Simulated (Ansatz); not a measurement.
Runs of Ansatz 0.2.0 on Nb. It takes space group Fm-3m (No. 225, cubic). Conventional cell: a = 4.230 Å, b = 4.230 Å, c = 4.230 Å, α = 90.00°, β = 90.00°, γ = 90.00°. Nb (site symmetry m-3m) has 12 Nb at 2.99 Å as nearest neighbours. This isn't the form of Nb at room conditions, which is bcc.

| task | level | potentials or basis | spin | U | cell | cutoff (eV) | smearing | driver | hubbard projectors | double counting | points for each segment of the path | gap on the mesh (eV) | pressure (GPa) |
| --- | --- | --- | --- | --- | --- | --- | --- | --- | --- | --- | --- | --- | --- |
| band structure | PBEsol+U | JTH PAW | collinear, ferromagnetic start | Nb d U = 3 eV | volume scaled by 1.04 | 1170 | cold 0.05 eV | chain | all-electron-ortho-atomic | fll | 14 | none | (a) |
| single point | PBE+D3(BJ)+ATM+U | PseudoDojo standard | SOC, no magnetisation | Nb d U = 5 eV | as given | 1116 | fermi-dirac 0.05 eV | calculator | ortho-atomic (the default) | amf | - | - | 1.4 |
| density of states | RPBE | Ansatz PAW | off | - | as given | 420 | methfessel-paxton 0.01 eV | chain | - | - | - | none | 0.8 |
| density of states | RPBE | Ansatz PAW | off | - | as given | 420 | methfessel-paxton 0.01 eV | - | - | - | - | none | 0.8 |

Alike in all rows: k mesh 11 × 11 × 11.

Problem. Fill in the values left out.

Solution. (a) -9.3.

Caveats: the U is typed as a test and isn't derived for this compound (some runs); the magnetic or orbital state may not be the lowest (some runs); the thresholds are loose for stress (some runs); the potentials were made for another functional, which shifts forces and pressure (some runs); the PAW data sets come from PBE, with cores solved anew for the run's functional, which leaves a small shift of forces and pressure (some runs).

A k mesh can miss the band edges, and rows without SOC leave out spin-orbit coupling on Nb.

A gap of «none» marks a metal or a gap under the smearing width.
